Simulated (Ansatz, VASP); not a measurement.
**CsSnI3: VASP beside Ansatz**

The input INCAR:

```
PREC = Accurate ; ENCUT = 520
EDIFF = 1E-6 ; ISMEAR = -1
SIGMA = 0.05 ; LREAL = F
LASPH = T ; NELM = 60
ALGO = Normal ; ISIF = 2
LWAVE = F ; LCHARG = T
GGA = PS ; LELF = T
LVHAR = T ; NBANDS = 30
```

Contents of KPOINTS:

```
Automatic mesh
0
Gamma
  5 5 5
```

File POSCAR:

```
CsSnI3
1.0
    6.1640497518      0.0000000000      0.0000000000
    0.0000000000      6.1640497518      0.0000000000
    0.0000000000      0.0000000000      6.1640497518
Cs I Sn
1 3 1
Direct
    0.0000000000      0.0000000000      0.0000000000
    0.5000000000      0.5000000000      0.0000000000
    0.5000000000      0.0000000000      0.5000000000
    0.0000000000      0.5000000000      0.5000000000
    0.5000000000      0.5000000000      0.5000000000
```

Contents of input.yaml:

```yaml
crystal:
  lattice:
    - [6.1640497518, 0.0, 0.0]
    - [0.0, 6.1640497518, 0.0]
    - [0.0, 0.0, 6.1640497518]
  atoms:
    - { symbol: Cs, position: [0.0, 0.0, 0.0] }
    - { symbol: I, position: [0.5, 0.5, 0.0] }
    - { symbol: I, position: [0.5, 0.0, 0.5] }
    - { symbol: I, position: [0.0, 0.5, 0.5] }
    - { symbol: Sn, position: [0.5, 0.5, 0.5] }
kpoints:
  mp_grid: { grid: [5, 5, 5] }
scf:
  occupations: { method: fermi_dirac, width: 0.05 }
hamiltonian:
  xc: pbesol
  pseudopotentials: { kind: all_electron, lapw: { basis_error: 0.001 } }
output:
  forces: true
  stress: true
  eigenvalues: true
```

Change from the starting cell: volume scaled by 0.98.

Alike in both runs: task single point; functional PBEsol; k mesh 5 × 5 × 5; occupations fermi-dirac, width 0.05 eV; no spin polarisation.

|  | VASP | Ansatz |
| --- | --- | --- |
| version | VASP 6.6.1 | Ansatz 0.2.0 |
| potentials or method | VASP PAW PBE potentials, release 64 (Cs_sv, I, Sn_d) | all-electron LAPW, scalar-relativistic |
| plane-wave cutoff (eV) | 520 | see its input |

Ansatz gave:

| Item | Value |
| --- | --- |
| gap on the k mesh at the Fermi level (eV) | 1.71 |
| least direct gap on the mesh (eV) | 1.71 |
| pressure (GPa) | -0.4 |

Task: Which values does VASP return?

Result: gap on the k mesh at the Fermi level (eV): 1.70; least direct gap on the mesh (eV): 1.70; pressure (GPa): -0.4.

Ansatz ran all-electron here, so the differences hold the error of VASP's frozen core and of both bases.

Caveats: spin-orbit coupling is left out, which moves the levels of the heavy elements; an odd mesh through Γ misses points on the zone boundary, where band edges often lie; the PAW data sets were made with another functional, which shifts forces and pressure a little (VASP).
